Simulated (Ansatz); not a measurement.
# SiNi2: straining the crystal, biaxial strain in the a-b plane

One table from this session's results is given with a row withheld; the runs are named, their logs left out.

Program: Ansatz 0.2.0. Level of theory: DFT r2SCAN, scalar-relativistic, plane waves, PAW. These are calculated values, not measurements.

2 further runs of the same task are left out: 2 set aside as unsound or not needed.

## The starting structure

The structure is hexagonal, space group P6_3/mmc (No. 194). Conventional cell: a = 3.870 Å, b = 3.870 Å, c = 4.927 Å, α = 90.00°, β = 90.00°, γ = 120.00°. Around Si (site symmetry -6m2) lie 11 Ni at 2.23 to 2.55 Å. Ni (site symmetry -3m) has 8 Ni at 2.46 to 2.55 Å and 6 Si at 2.55 Å as nearest neighbours. Around Ni (site symmetry -6m2) lie 5 Si at 2.23 to 2.46 Å and 6 Ni at 2.55 Å.

As a file:

```xyz
6
Lattice="3.8695 0.0000 0.0000 -1.9348 3.3511 0.0000 0.0000 0.0000 4.9268" Properties=species:S:1:pos:R:3 pbc="T T T"
Si    0.0000    2.2341    3.6951
Si    1.9348    1.1170    1.2317
Ni    0.0000    0.0000    0.0000
Ni    0.0000    0.0000    2.4634
Ni    0.0000    2.2341    1.2317
Ni    1.9348    1.1170    3.6951
```

This cell was relaxed beforehand with the same method: volume 10.65 Å³/atom, gap on the mesh none (metal).

The unstrained cell comes from an earlier run at this level (6 atoms, E(σ→0) -24662.1677 eV, gap none (metal)).

The first run:

input.yaml

```yaml
crystal:
  lattice:
    - [3.7921545932, 0.0, 0.0]
    - [-1.8960772966, 3.2841022128, 0.0]
    - [0.0, 0.0, 4.9859328691]
  atoms:
    - { symbol: Si, position: [0.3333333333, 0.6666666667, 0.75] }
    - { symbol: Si, position: [0.6666666667, 0.3333333333, 0.25] }
    - { symbol: Ni, position: [0.0, 0.0, 0.0] }
    - { symbol: Ni, position: [0.0, 0.0, 0.5] }
    - { symbol: Ni, position: [0.3333333333, 0.6666666667, 0.25] }
    - { symbol: Ni, position: [0.6666666667, 0.3333333333, 0.75] }
basis:
  ecutwfc: 500
kpoints:
  mp_grid: { grid: [12, 12, 8] }
hamiltonian:
  xc: r2scan
scf:
  occupations: { method: gaussian, width: 0.1 }
output:
  forces: true
  stress: true
  eigenvalues: true
relax:
  adjacent_minimum: "off"
  f_tol: 0.008
  max_steps: 40
  cell: { stress_tol: 0.015, fix: [a, b, gamma] }
```

The run is started by

```sh
ansatz run input.yaml --threads 1 --pin off --max-ram 2560MiB --backend cpu --events-out ev --progress --plain --runs-dir out
```

Steps of the session up to this table: Strain -2.0 %; Strain +2.0 %; Strain -4.0 %; The cell strained by +4.0 %; The cell strained by -6.0 %; The cell strained by +6.0 %.

One table of the session follows, with a row left open; its other results are not shown here.

Lengths are those of the vectors of the cell that was run; stresses in GPa:

| strain (%) | ΔE (meV/atom) | a (Å) | b (Å) | c (Å) |
| --- | --- | --- | --- | --- |
| -6.0 | 140.5 | 3.637 | 3.637 | 5.216 |
| -4.0 | 59.7 | 3.715 | 3.715 | 5.101 |
| -2.0 | 14.4 | 3.792 | 3.792 | 5.003 |
| +0.0 | 0.0 | 3.870 | 3.870 | 4.927 |
| +2.0 | ? | ? | ? | ? |
| +4.0 | 49.9 | 4.024 | 4.024 | 4.820 |
| +6.0 | 106.5 | 4.102 | 4.102 | 4.780 |

**Question.** Estimate the row for strain (%) = +2.0.

Worked estimate for «ΔE (meV/atom)». A straight line through the neighbours (0.0, 0.0) and (4.0, 49.9) gives 0.0 + (49.9 − 0.0) × (2.0 − 0.0) / (4.0 − 0.0) = 24.9; a parabola fitted to 4 rows on both sides gives 13.1.

**Answer.** ΔE (meV/atom): 13.1; a (Å): 3.947; b (Å): 3.947; c (Å): 4.868. In «ΔE (meV/atom)» the line misses by +11.8 and the parabola by 0.0.

ΔE is over the unstrained cell. Stress in GPa, positive in compression, on the Cartesian axes of the input. 

To keep in mind: The final runs have no spin polarisation, so no magnetic state was tried and one may lie lower.
